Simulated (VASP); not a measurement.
# MgO: GW band gap, scheme by scheme

MgO, P6_3/mmc (no. 194), 4 atoms in the cell. PBE, GW; PAW potentials Mg_GW, O_GW (PBE set).

| GW scheme | Iterations | Frequency points | Quasiparticle gap on the mesh (eV) | Gap of the starting point on the mesh (eV) | Quasiparticle gap at the zone centre (eV) | Starting gap at the zone centre (eV) | Correction of the gap between the band edges on the mesh (eV) | Time (s) |
|---|---|---|---|---|---|---|---|---|
| G0W0 low-scaling | 1 | 12 | 5.59 | 3.44 | 5.59 | 3.44 | 2.15 | 176 |
| G0W0 | 1 | 48 | 5.65 | 3.44 | 5.65 | 3.44 | 2.21 | 21 |
| evGW | 4 | 48 | 6.91 | 3.44 | 6.91 | 3.44 | 3.47 | 57 |
| QSGW | 5 | 48 | 7.41 | 3.44 | 7.41 | 3.44 | 3.97 | 152 |

Limits: the mesh is coarse: neither the gap nor the screening is converged.

## Input of the first row

INCAR.step1:
```
SYSTEM = MgO
PREC     = Accurate       ! precision mode
ENCUT    = 500            ! plane-wave cutoff, eV
ISMEAR   = 0              ! smearing method
SIGMA    = 0.05           ! smearing width, eV
LASPH    = .True.         ! aspherical terms in the spheres
LREAL    = .False.        ! projectors in reciprocal space
GGA      = PE             ! functional
ALGO     = Normal         ! electronic algorithm
EDIFF    = 1E-8           ! SCF threshold, eV
NELM     = 150            ! most SCF steps
LWAVE    = .True.         ! write WAVECAR
LCHARG   = .False.        ! write CHGCAR
KPAR     = 2             
```

INCAR.step2, as INCAR.step1 but for:
```
- ALGO = Normal
- NELM = 150
+ ALGO = Exact
+ NELM = 1
+ ISTART = 1
+ NBANDS = 208
+ LOPTICS = .True.
```

INCAR.step3:
```
SYSTEM = MgO
PREC     = Accurate       ! precision mode
ENCUT    = 500            ! plane-wave cutoff, eV
ISMEAR   = 0              ! smearing method
SIGMA    = 0.05           ! smearing width, eV
LASPH    = .True.         ! aspherical terms in the spheres
LREAL    = .False.        ! projectors in reciprocal space
GGA      = PE             ! functional
ALGO     = G0W0R          ! electronic algorithm
NBANDS   = 208            ! bands
NBANDSGW = 12           
ENCUTGW  = 160            ! cutoff of the response function
NOMEGA   = 12             ! frequency points
PRECFOCK = Fast         
ISTART   = 1            
LWAVE    = .False.        ! write WAVECAR
LCHARG   = .False.        ! write CHGCAR
MAXMEM   = 1800         
LFOCKSTD = .True.        
```

KPOINTS:
```
k-points
0
Gamma
  3 3 2
```

POSCAR:
```
MgO
1.0
    3.4863778627      0.0000000000      0.0000000000
   -1.7431889314      3.0192917963      0.0000000000
    0.0000000000      0.0000000000      4.1780412200
Mg O
2 2
Direct
    0.3333333333      0.6666666667      0.2500000000
    0.6666666667      0.3333333333      0.7500000000
    0.3333333333      0.6666666667      0.7500000000
    0.6666666667      0.3333333333      0.2500000000
```

Commands (each step's output is kept before the next begins):
```
cat potpaw_PBE.64/Mg_GW/POTCAR potpaw_PBE.64/O_GW/POTCAR > POTCAR
cp INCAR.step1 INCAR
mpirun -np 4 vasp_std > vasp.out
cp INCAR.step2 INCAR
mpirun -np 4 vasp_std > vasp.out
cp INCAR.step3 INCAR
mpirun -np 4 vasp_std > vasp.out
```

Changes of the last row against the first:
```
(step 3)
- ALGO = G0W0R
- NBANDSGW = 12
- NOMEGA = 12
- MAXMEM = 1800
- LFOCKSTD = True
+ ALGO = QPGW
+ NBANDSGW = 18
+ NOMEGA = 48
+ NELMGW = 5
+ LOPTICS = True
+ LPEAD = True
+ KPAR = 2
```

VASP 6.6.1 took 176 s on 4 cores (Intel Xeon Platinum 8488C (Sapphire Rapids)), a shared host.
